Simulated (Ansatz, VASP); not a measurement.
One calculation of NaCl, two programs

```
CELL_PARAMETERS angstrom
3.39991 0.00000 0.00000
0.00000 3.39991 0.00000
0.00000 0.00000 3.39991
ATOMIC_POSITIONS crystal
Na 0.00000 0.00000 0.00000
Cl 0.50000 0.50000 0.50000
```

Alike in both runs: task single point; functional PBEsol; k mesh 8 × 8 × 8; occupations gaussian, width 0.05 eV; no spin polarisation.

|  | VASP | Ansatz |
| --- | --- | --- |
| version | VASP 6.6.1 | Ansatz 0.2.0 |
| potentials or method | VASP PAW PBE potentials, release 64 (Na_pv, Cl) | scalar-relativistic, plane waves, PAW |
| plane-wave cutoff (eV) | 520 | 420 |
| valence electrons in the cell | 14 | 16 |

Ansatz gave:

```
gap on the k mesh at the Fermi level (eV) : 4.14
least direct gap on the mesh (eV)         : 4.72
pressure (GPa)                            : 1.3
```

Q: Which values does VASP return?

A: gap on the k mesh at the Fermi level (eV): 4.14; least direct gap on the mesh (eV): 4.71; pressure (GPa): 1.2.

The two sets of potentials don't hold the same shells in valence.

Caveats: the PAW data sets were made with another functional, which shifts forces and pressure a little (VASP). A k mesh can miss the band edges. PBEsol gaps usually lie below the measured ones, often by a third to a half.
